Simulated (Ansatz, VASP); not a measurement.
**One calculation of V, two programs**

The input INCAR:

```
SYSTEM = V
  PREC = Accurate
  ENCUT = 520
  EDIFF = 1E-6
  ISMEAR = -1
  SIGMA = 0.05
  LREAL = .False.
  LASPH = .True.
  NELM = 150
  ALGO = Normal
  ISIF = 2
  LWAVE = .False.
  LCHARG = .False.
  ISPIN = 2
  MAGMOM = 2 2
  LORBIT = 11
  LMAXMIX = 4
  GGA = PE
  NBANDS = 24
```

Contents of KPOINTS:

```
Automatic mesh
0
Gamma
  12 12 6
  0 0 0
```

File POSCAR:

```
V
1.0
    2.5868150921      0.0000000000      0.0000000000
   -1.2934075460      2.2402475846      0.0000000000
    0.0000000000      0.0000000000      4.6916348032
V
2
Direct
    0.3333333333      0.6666666667      0.2500000000
    0.6666666667      0.3333333333      0.7500000000
```

Contents of input.yaml:

```yaml
crystal:
  lattice:
    - [2.5868150921, 0.0, 0.0]
    - [-1.293407546, 2.2402475846, 0.0]
    - [0.0, 0.0, 4.6916348032]
  atoms:
    - { symbol: V, position: [0.3333333333, 0.6666666667, 0.25], spin: 2.0 }
    - { symbol: V, position: [0.6666666667, 0.3333333333, 0.75], spin: 2.0 }
kpoints:
  mp_grid: { grid: [12, 12, 6] }
scf:
  occupations: { method: fermi_dirac, width: 0.05 }
hamiltonian:
  xc: pbe
  pseudopotentials: { kind: all_electron, lapw: { basis_error: 0.0005 } }
magnetization:
  spin_polarized: true
output:
  forces: true
  stress: true
  eigenvalues: true
```

Change from the starting cell: volume scaled by 0.98.

Alike in both runs: task single point; functional PBE; k mesh 12 × 12 × 6; occupations fermi-dirac, width 0.05 eV; collinear spin.

|  | VASP | Ansatz |
| --- | --- | --- |
| version | VASP 6.6.1 | Ansatz 0.2.0 |
| potentials or method | VASP PAW PBE potentials, release 64 (V_sv) | all-electron LAPW, scalar-relativistic |
| plane-wave cutoff (eV) | 520 | see its input |

```tsv
	VASP	Ansatz	Ansatz less VASP
gap on the k mesh at the Fermi level (eV)	none	none	-
pressure (GPa)	3.2	3.0	-0.23
largest component of the traceless stress (GPa)	0.83	0.77	-0.064
net moment per atom (μB)	0.00	0.00	0.000
```

A gap of «none» marks a metal or a gap that the smearing closes. Ansatz ran all-electron here, so the differences hold the error of VASP's frozen core and of both bases.

Caveats: the starting moments weren't kept (Ansatz).
